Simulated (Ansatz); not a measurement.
Runs of Ansatz 0.2.0 on Y. The structure is hexagonal, space group P6_3/mmc (No. 194). The conventional cell has a = 3.647 Å, b = 3.647 Å, c = 5.731 Å, α = 90.00°, β = 90.00°, γ = 120.00°. Around Y (site symmetry -6m2) lie 12 Y at 3.56 to 3.65 Å. 

| task | level | cell | cutoff (eV) | points for each segment of the path | target pressure (GPa) | gap on the mesh (eV) | pressure (GPa) |
| --- | --- | --- | --- | --- | --- | --- | --- |
| band structure | revPBE | as given | 420 | 14 | - | none | (a) |
| relaxation of cell and atoms | r2SCAN | relaxed to 30 GPa | 500 | - | 30 | none | 30.0 |
| band structure | r2SCAN | as given | 500 | 14 | - | none | 0.7 |
| band structure | RPBE | as given | 420 | 14 | - | none | 1.4 |

Alike in all rows: potentials or basis Ansatz PAW; no spin polarisation; k mesh 8 × 8 × 5; smearing fermi-dirac 0.05 eV.

**Question.** Estimate the missing entries.

**Answer.** (a) 1.0.

Caveats: the PAW data sets come from PBE, with cores solved anew for the run's functional, which leaves a small shift of forces and pressure; the plane-wave basis is chosen anew once the cell has moved, so the energies of steps on either side of that aren't comparable (some runs).

A k mesh can miss the band edges, and the runs leave out spin-orbit coupling on Y.

A gap of «none» marks a metal or a gap under the smearing width.

Runs at the PBE level aren't shown here.
